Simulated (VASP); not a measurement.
MgS:

```
CELL_PARAMETERS angstrom
0.00000 2.83312 2.83312
2.83312 0.00000 2.83312
2.83312 2.83312 0.00000
ATOMIC_POSITIONS crystal
S 0.25000 0.25000 0.25000
Mg 0.00000 0.00000 0.00000
```

The cell comes from a database or a generator and needn't be the stable form of this composition.

Program: VASP 6.6.1. Alike in all runs: task band structure; no spin polarisation; cell as given; k mesh 8 × 8 × 8; cutoff (eV) 520; smearing gaussian 0.02 eV.

Question: Order these runs on this cell by their band gap on the k mesh, lowest first.
A. level r2SCAN; potentials or basis VASP PAW PBE potentials, release 64 (S, Mg)
B. level LDA; potentials or basis VASP PAW LDA potentials, release 64 (S, Mg)
C. level TB-mBJ; potentials or basis VASP PAW PBE potentials, release 64 (S, Mg)

Answer: B (3.18 eV), A (4.12 eV), C (5.04 eV).

Runs at the PBE level aren't shown here.
